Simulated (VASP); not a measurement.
# ZnS in VASP: notebook

ZnS is run at these levels: r2SCAN, PBE; tasks: single point.

Program: VASP 6.6.1. These are calculated values, not measurements. Logs are shortened: lines on timing, memory, paths and dates and some standing lists are left out, and cuts for length are marked.

**Measured values to compare with.**

A printed reference work, monograph reports, for a bulk crystal of ZnS at 4 K: band gap 3.911 eV (direct).

How close the calculation comes is told below.

### Step 1. The cell of the first run

Symmetry: P6_3mc, No. 186, hexagonal system. The conventional cell has a = 3.811 Å, b = 3.811 Å, c = 6.234 Å, α = 90.00°, β = 90.00°, γ = 120.00°. Zn (site symmetry 3m) has 4 S at 2.31 to 2.40 Å within 3.1 Å. Within 3.1 Å of S (site symmetry 3m) lie 4 Zn at 2.31 to 2.40 Å.

### Step 2. Single point, r2SCAN

POSCAR

```
ZnS
1.0
    3.8110000000      0.0000000000      0.0000000000
   -1.9055000000      3.3004228138      0.0000000000
    0.0000000000      0.0000000000      6.2340000000
Zn S
2 2
Direct
    0.3333333333      0.6666666667      0.0000000000
    0.6666666667      0.3333333333      0.5000000000
    0.3333333333      0.6666666667      0.3850000000
    0.6666666667      0.3333333333      0.8850000000
```

INCAR.step1

```
SYSTEM = ZnS
PREC     = Accurate       ! precision mode
ENCUT    = 520            ! plane-wave cutoff, eV
ISMEAR   = 0              ! smearing method
SIGMA    = 0.05           ! smearing width, eV
LREAL    = .FALSE.        ! projectors in reciprocal space
LASPH    = .TRUE.         ! aspherical terms in the spheres
NELM     = 80             ! most SCF steps
NBANDS   = 26             ! bands
GGA      = PE             ! functional
ALGO     = Normal         ! electronic algorithm
EDIFF    = 1E-4           ! SCF threshold, eV
LWAVE    = .TRUE.         ! write WAVECAR
LCHARG   = .FALSE.        ! write CHGCAR
```

INCAR.step2

```
SYSTEM = ZnS
PREC     = Accurate       ! precision mode
ENCUT    = 520            ! plane-wave cutoff, eV
EDIFF    = 1E-6           ! SCF threshold, eV
ISMEAR   = 0              ! smearing method
SIGMA    = 0.05           ! smearing width, eV
LREAL    = .FALSE.        ! projectors in reciprocal space
LASPH    = .TRUE.         ! aspherical terms in the spheres
NELM     = 80             ! most SCF steps
ALGO     = Normal         ! electronic algorithm
ISIF     = 2              ! what is computed and relaxed
LWAVE    = .FALSE.        ! write WAVECAR
LCHARG   = .TRUE.         ! write CHGCAR
METAGGA  = R2SCAN         ! meta-GGA
LMIXTAU  = .TRUE.       
LELF     = .TRUE.         ! ELF
LVHAR    = .TRUE.       
NBANDS   = 26             ! bands
ISTART   = 1
```

KPOINTS

```
Automatic mesh
0
G
  9 9 6
  0 0 0
```

Potentials or basis: VASP PAW PBE potentials, release 64 (Zn, S).

Started as:

```
> cat potpaw_PBE.64/Zn/POTCAR potpaw_PBE.64/S/POTCAR > POTCAR
> cp INCAR.step1 INCAR
> mpirun -np 1 vasp_std > vasp.out
> cp INCAR.step2 INCAR
> mpirun -np 1 vasp_std > vasp.out
```

OUTCAR:

```text
SYSTEM = ZnS
   PREC = Accurate
   ENCUT = 520
   EDIFF = 1E-6
   ISMEAR = 0
   LREAL = .FALSE.
   LASPH = .TRUE.
   NELM = 80
   ISIF = 2
   METAGGA = R2SCAN
   ISTART = 1

 ion  position               nearest neighbor table
   1  0.333  0.667  0.000-   4 2.31   4 2.31   4 2.31   3 2.40
   2  0.667  0.333  0.500-   3 2.31   3 2.31   3 2.31   4 2.40
   3  0.333  0.667  0.385-   2 2.31   2 2.31   2 2.31   1 2.40
   4  0.667  0.333  0.885-   1 2.31   1 2.31   1 2.31   2 2.40

  LATTYP: Found a hexagonal cell.
 ALAT       =     3.8110000000
 C/A-ratio  =     1.6357911309

  Lattice vectors:

 A1 = (   3.8110000000,   0.0000000000,   0.0000000000)
 A2 = (  -1.9055000000,   3.3004228138,   0.0000000000)
 A3 = (   0.0000000000,   0.0000000000,   6.2340000000)

Analysis of symmetry for initial positions (statically):
=====================================================================
 Subroutine PRICEL returns:
 Original cell was already a primitive cell.

 Routine SETGRP: Setting up the symmetry group for a
 hexagonal supercell.

 Subroutine GETGRP returns: Found 12 space group operations
 (whereof  6 operations were pure point group operations)
 out of a pool of 24 trial point group operations.

The static configuration has the point symmetry C_3v.
 The point group associated with its full space group is C_6v.

Analysis of symmetry for dynamics (positions and initial velocities):
=====================================================================
 Subroutine PRICEL returns:
 Original cell was already a primitive cell.

 Routine SETGRP: Setting up the symmetry group for a
 hexagonal supercell.

 Subroutine GETGRP returns: Found 12 space group operations
 (whereof  6 operations were pure point group operations)
 out of a pool of 24 trial point group operations.

The dynamic configuration has the point symmetry C_3v.
 The point group associated with its full space group is C_6v.

 Subroutine INISYM returns: Found 12 space group operations
 (whereof  6 operations are pure point group operations),
 and found     1 'primitive' translations

----------------------------------------------------------------------------------------

                                     Primitive cell

  volume of cell :      78.4107

  direct lattice vectors                    reciprocal lattice vectors
     3.811000000  0.000000000  0.000000000     0.262398321  0.151495741  0.000000000
    -1.905500000  3.300422814  0.000000000     0.000000000  0.302991482  0.000000000
     0.000000000  0.000000000  6.234000000     0.000000000  0.000000000  0.160410651

  length of vectors
     3.811000000  3.811000000  6.234000000     0.302991482  0.302991482  0.160410651

  position of ions in fractional coordinates (direct lattice)
     0.333333333  0.666666667  0.000000000
     0.666666667  0.333333333  0.500000000
     0.333333333  0.666666667  0.385000000
     0.666666667  0.333333333  0.885000000

  ion indices of the primitive-cell ions
   primitive index   ion index
                 1           1
                 2           2
                 3           3
                 4           4

----------------------------------------------------------------------------------------

 KPOINTS: Automatic mesh

Automatic generation of k-mesh.
 Grid dimensions read from file:
 generate k-points for:    9    9    6

 Generating k-lattice:

  Cartesian coordinates                     Fractional coordinates (reciprocal lattice)
     0.029155369  0.016832860  0.000000000     0.111111111  0.000000000  0.000000000
     0.000000000  0.033665720  0.000000000     0.000000000  0.111111111  0.000000000
     0.000000000  0.000000000  0.026735109     0.000000000  0.000000000  0.166666667

  Length of vectors
     0.033665720  0.033665720  0.026735109

  Shift w.r.t. Gamma in fractional coordinates (k-lattice)
     0.000000000  0.000000000  0.000000000

 Subroutine IBZKPT returns following result:
 ===========================================

 Found     48 irreducible k-points:

 Following reciprocal coordinates:
            Coordinates               Weight
  0.000000  0.000000  0.000000      1.000000
  0.111111 -0.000000  0.000000      6.000000
  0.222222  0.000000  0.000000      6.000000
  0.333333  0.000000  0.000000      6.000000
  0.444444  0.000000  0.000000      6.000000
  0.111111  0.111111  0.000000      6.000000
[... 16 lines left out ...]
  0.333333  0.222222  0.166667     24.000000
  0.333333  0.333333  0.166667      4.000000
 [... further k-points ...]
   k-points           NKPTS =     48   k-points in BZ     NKDIM =     48   number of bands    NBANDS=     26
   number of dos      NEDOS =    301   number of ions     NIONS =      4
   total plane-waves  NPLWV =  37632
   dimension x,y,z NGX =    28 NGY =   28 NGZ =   48
   dimension x,y,z NGXF=    56 NGYF=   56 NGZF=   96
   ions per type =               2   2
   NGX,Y,Z   is equivalent  to a cutoff of  12.21, 12.21, 12.80 a.u.
   NGXF,Y,Z  is equivalent  to a cutoff of  24.43, 24.43, 25.60 a.u.
 SYSTEM =  ZnS
   PREC   = accura    normal or accurate (medium, high low for compatibility)
   ISTART =      1    job   : 0-new  1-cont  2-samecut
   ICHARG =      0    charge: 1-file 2-atom 10-const
   ISPIN  =      1    spin polarized calculation?
   LNONCOLLINEAR =      F non collinear calculations
   LSORBIT =      F    spin-orbit coupling
   LASPH  =      T    aspherical Exc in radial PAW
   ENCUT  =  520.0 eV  38.22 Ry    6.18 a.u.   7.09  7.09 11.59*2*pi/ulx,y,z
   NELM   =     80;   NELMIN=  2; NELMDL=  0     # of ELM steps
   EDIFF  = 0.1E-05   stopping-criterion for ELM
   LREAL  =      F    real-space projection
   EDIFFG = 0.1E-04   stopping-criterion for IOM
   NSW    =      0    number of steps for IOM
   IBRION =     -1    ionic relax: 0-MD 1-quasi-New 2-CG
   NFREE  =      0    steps in history (QN), initial steepest desc. (CG)
   ISIF   =      2    stress and relaxation
   ISYM   =      2    0-nonsym 1-usesym 2-fastsym
   POTIM  = 0.5000    time-step for ionic-motion
   TEBEG  =    0.0;   TEEND  =   0.0 temperature during run
   PSTRESS=    0.0 pullay stress
   NELECT =      36.0000    total number of electrons
   NUPDOWN=      -1.0000    fix difference up-down
   EMIN   =  10.00;   EMAX   =-10.00  energy-range for DOS
   EFERMI =   0.00;   METHOD = LEGACY
   ISMEAR =     0;   SIGMA  =   0.05  broadening in eV -4-tet -1-fermi 0-gaus
   EFERMI_NEDOS =   21; number of points for ismear=-14 and -15
   IALGO  =     38    algorithm
   IMIX   =      4    mixing-type and parameters
     AMIX     =   0.40;   BMIX     =  1.00
     AMIX_MAG =   1.60;   BMIX_MAG =  1.00
  volume/ion in A,a.u.               =      19.60       132.29
  Fermi-wavevector in a.u.,A,eV,Ry     =   1.262943  2.386617 21.701647  1.595026
  Thomas-Fermi vector in A             =   2.396326
   LORBIT       =      0    0 simple, 1 ext, 2 COOP (PROOUT), +10 PAW based schemes
   METAGGA = R2SCAN    functional components
   LHFCALC =     F    Hartree Fock is set to
   AEXX    =    0.0000 exact exchange contribution
   IVDW    =     0    specifies the selected vdW correction
   LEPSILON=     F    determine dielectric tensor
   LRPA    =     F    only Hartree local field effects (RPA)
 non-spin polarized calculation
 Gauss-broadening in eV      SIGMA  =   0.05
  energy-cutoff  :      520.00
  volume of cell :       78.41
 maximum number of plane-waves:      2133
   NGX = 15   NGY = 15   NGZ = 23

 number of electron      35.9999977 magnetization

 Free energy of the ion-electron system (eV)
  ---------------------------------------------------
  ext. energy  EPLUGINS =         0.00000000
  ---------------------------------------------------
  free energy    TOTEN  =       -37.70238778 eV

  energy without entropy =      -37.70238778  energy(sigma->0) =      -37.70238778

 E-fermi :   2.1435     XC(G=0): -10.3071

 val. band max:        1.8865002629   @ k =   0.0000   0.0000   0.0000
 cond. band min:       4.7128618280   @ k =   0.0000   0.0000   0.0000
 fundamental gap:      2.8263615652
 Fermi energy:         2.1434683152

 k-point     1 :       0.0000    0.0000    0.0000
  band No.  band energies     occupation
      1     -11.8420      2.00000
      2     -10.9008      2.00000
      3      -4.6421      2.00000
      4      -4.6421      2.00000
      5      -4.5718      2.00000
      6      -4.5717      2.00000
[... 18 lines left out ...]
     25      10.0483      0.00000
     26      11.7975      0.00000

 k-point     2 :       0.1111   -0.0000    0.0000
  band No.  band energies     occupation
      1     -11.7556      2.00000
      2     -10.8510      2.00000
      3      -4.6479      2.00000
      4      -4.6209      2.00000
      5      -4.5654      2.00000
      6      -4.5448      2.00000
[... 18 lines left out ...]
     25      10.4525      0.00000
     26      11.1572      0.00000

 k-point     3 :       0.2222    0.0000    0.0000
  band No.  band energies     occupation
      1     -11.5182      2.00000
      2     -10.7276      2.00000
      3      -4.6489      2.00000
      4      -4.5700      2.00000
      5      -4.5453      2.00000
      6      -4.4773      2.00000
[... 18 lines left out ...]
     25      10.6185      0.00000
     26      11.4524      0.00000

 k-point     4 :       0.3333    0.0000    0.0000
  band No.  band energies     occupation
      1     -11.1994      2.00000
      2     -10.6037      2.00000
      3      -4.6226      2.00000
      4      -4.5201      2.00000
      5      -4.4977      2.00000
      6      -4.3876      2.00000
[... 18 lines left out ...]
     25      11.1169      0.00000
     26      12.2592      0.00000
[... 496 lines left out ...]
      1     -11.0064      2.00000
      2     -10.5947      2.00000
      3      -4.5464      2.00000
      4      -4.5121      2.00000
      5      -4.4132      2.00000
      6      -4.4025      2.00000
[... 18 lines left out ...]
     25      10.8360      0.00000
     26      12.0151      0.00000

 k-point    23 :       0.3333    0.2222    0.1667
  band No.  band energies     occupation
      1     -10.7814      2.00000
      2     -10.5738      2.00000
      3      -4.5460      2.00000
      4      -4.4502      2.00000
      5      -4.3515      2.00000
      6      -4.3076      2.00000
[... 18 lines left out ...]
     25      11.7229      0.00000
     26      12.6514      0.00000

 k-point    24 :       0.3333    0.3333    0.1667
  band No.  band energies     occupation
      1     -10.6351      2.00000
      2     -10.6351      2.00000
      3      -4.5435      2.00000
      4      -4.3807      2.00000
      5      -4.3807      2.00000
      6      -4.2974      2.00000
[... 18 lines left out ...]
     25      12.5413      0.00000
     26      12.7628      0.00000

 [... further k-points ...]

------------------------ aborting loop because EDIFF is reached ----------------------------------------

  FORCE on cell =-STRESS in cart. coord.  units (eV):
  Direction    XX          YY          ZZ          XY          YZ          ZX
  --------------------------------------------------------------------------------------
  -------------------------------------------------------------------------------------
  Total        0.4084759      0.4084759     -0.5274192      0.0000000      0.0000000      0.0000000
  in kB        8.3464472      8.3464472    -10.7768330      0.0000000      0.0000000      0.0000000
  external PRESSURE =       1.9720205 kB  Pullay stress =       0.0000000 kB

 VOLUME and BASIS-vectors are now :
 -----------------------------------------------------------------------------
  energy-cutoff  :      520.00
  volume of cell :       78.41
      direct lattice vectors                 reciprocal lattice vectors
     3.811000000  0.000000000  0.000000000     0.262398321  0.151495741  0.000000000
    -1.905500000  3.300422814  0.000000000     0.000000000  0.302991482  0.000000000
     0.000000000  0.000000000  6.234000000     0.000000000  0.000000000  0.160410651

 POSITION                                       TOTAL-FORCE (eV/Angst)
 -----------------------------------------------------------------------------------
     -0.00000      2.20028      0.00000        -0.000000      0.000000      0.317967
      1.90550      1.10014      3.11700         0.000000     -0.000000      0.317967
     -0.00000      2.20028      2.40009         0.000000     -0.000000     -0.317967
      1.90550      1.10014      5.51709        -0.000000     -0.000000     -0.317967
 -----------------------------------------------------------------------------------
    total drift:                               -0.000000      0.000000      0.003977

  FREE ENERGIE OF THE ION-ELECTRON SYSTEM (eV)
  ---------------------------------------------------
  free  energy   TOTEN  =       -37.7023877765 eV

  energy  without entropy=      -37.7023877765  energy(sigma->0) =      -37.70238778
```

Run time: 8.2 min. Hardware: 1 thread of Intel Xeon 8259CL, shared host; peak memory 0.25 GiB.

What came out:

| Quantity | Value |
| --- | --- |
| Free energy | -37.7024 eV |
| Pressure | 0.2 GPa |
| Largest force | 0.318 eV/Å |
| Band gap on the k mesh | 2.83 eV |

Forces on the atoms (eV/Å):
```
Zn   0.000  0.000  0.318
Zn   0.000  0.000  0.318
S    0.000  0.000 -0.318
S    0.000  0.000 -0.318
```

Caveat: the PAW data sets were made with another functional, which shifts forces and pressure a little; an odd mesh through Γ misses points on the zone boundary, where band edges can lie.

### Step 3. Single point, PBE

INCAR

```
SYSTEM = ZnS
PREC = Accurate
ENCUT = 520
EDIFF = 1E-6
ISMEAR = 0
SIGMA = 0.05
LREAL = .False.
LASPH = .True.
NELM = 80
ALGO = Normal
ISIF = 2
LWAVE = .False.
LCHARG = .False.
GGA = PE
NBANDS = 26
```

KPOINTS

```
Automatic mesh
0
Gamma
  9 9 6
  0 0 0
```

Edit POSCAR of step 2 so:

```diff
@@ -11,2 +11,2 @@
     0.3333333333      0.6666666667      0.3850000000
-    0.6666666667      0.3333333333      0.8850000000
+    0.6861048968      0.3352330894      0.8963384360
```

Potentials or basis: VASP PAW PBE potentials, release 64 (Zn, S).

Started as:

```
> cat potpaw_PBE.64/Zn/POTCAR potpaw_PBE.64/S/POTCAR > POTCAR
> mpirun -np 1 vasp_std > vasp.out
```

It took 9.8 min on 1 thread of Intel Xeon 8259CL, shared host; peak memory 0.5 GiB.

The run converged. Its results:

```yaml
Free_energy: -13.5916 eV
Pressure: 2.9 GPa
Largest_force: 1.054 eV/Å
Band_gap_on_the_k_mesh: 2.24 eV
```

Forces on the atoms (eV/Å):
```
Zn   0.543  0.109  0.446
Zn   0.026  0.003  0.480
S    0.039  0.005 -0.074
S   -0.609 -0.117 -0.852
```

Stress tensor (GPa, compression positive):
```
4.09 1.22 0.58
1.22 3.74 0.13
0.58 0.13 0.73
```

Levels at points of the mesh, in eV from the valence-band top:
| k point | band 16 | band 17 | band 18 | band 19 | band 20 | band 21 |
| --- | --- | --- | --- | --- | --- | --- |
| (0.00, 0.00, 0.00) | -0.07 | -0.02 | 0.00 | 2.24 | 2.93 | 6.25 |
| (0.00, 0.00, 0.50) | -0.47 | -0.44 | -0.37 | 3.43 | 3.49 | 6.47 |

Caveat: an odd mesh through Γ misses points on the zone boundary, where band edges can lie; forces of over 1 eV/Å act on the atoms, so gaps and moduli don't describe the material at rest. As with any semilocal functional, this PBE gap is likely too small.

### Step 4. Comparison with measurements

Step 2. A measured gap of ZnS is 3.911 eV (direct; 4 K; a printed reference work, monograph); the calculated 2.83 eV misses it by -1.08 eV. The value is that of r2SCAN on a finite k mesh, which can miss the band edges, without temperature or zero-point motion.
